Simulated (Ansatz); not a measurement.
# FePt: the cost of one run

Method: DFT PBE, scalar-relativistic, plane waves, PAW, in Ansatz 0.2.0.

### 1 The structure to begin with

It takes space group P6_3/mmc (No. 194, hexagonal). Conventional cell: a = 3.675 Å, b = 3.675 Å, c = 4.853 Å, α = 90.00°, β = 90.00°, γ = 120.00°. Fe (site symmetry -6m2) has 3 Pt at 2.12 Å and 2 Fe at 2.43 Å as nearest neighbours. Around Pt (site symmetry -6m2) lie 3 Fe at 2.12 Å.

Coordinates:

```xyz
4
Lattice="3.6750 0.0000 0.0000 -1.8375 3.1826 0.0000 0.0000 0.0000 4.8531" Properties=species:S:1:pos:R:3 pbc="T T T"
Fe    0.0000    0.0000    1.2133
Fe    0.0000    0.0000    3.6398
Pt    0.0000    2.1218    3.6398
Pt    1.8375    1.0609    1.2133
```

The cell is invented: random cell by space group and Wyckoff sites (P6_3/mmc, No. 194). Lengths come from tabulated atomic sizes and are only a guess.

### 2 A first look at the guess

input.yaml

```yaml
crystal:
  lattice:
    - [3.67499963, 0.0, 0.0]
    - [-1.83749981, 3.18264304, 0.0]
    - [0.0, 0.0, 4.85309166]
  atoms:
    - { symbol: Fe, position: [0.0, 0.0, 0.25], spin: 4.0 }
    - { symbol: Fe, position: [0.0, 0.0, 0.75], spin: 4.0 }
    - { symbol: Pt, position: [0.33333333, 0.66666667, 0.75] }
    - { symbol: Pt, position: [0.66666667, 0.33333333, 0.25] }
basis:
  ecutwfc: 420
kpoints:
  mp_grid: { grid: [6, 6, 4] }
hamiltonian:
  xc: pbe
scf:
  occupations: { method: gaussian, width: 0.1 }
  lower_state_search: "off"
output:
  forces: true
  stress: true
  eigenvalues: true
  populations: true
magnetization:
  spin_polarized: true
```

Command:

```
$ ansatz run input.yaml --threads 1 --pin off --max-ram 2560MiB --backend cpu --events-out ev --progress --plain --runs-dir out
```

What time and memory should one allow on 1 thread of Arm Neoverse V2, shared host?

About 8.8 s, with a peak of 0.38 GiB.
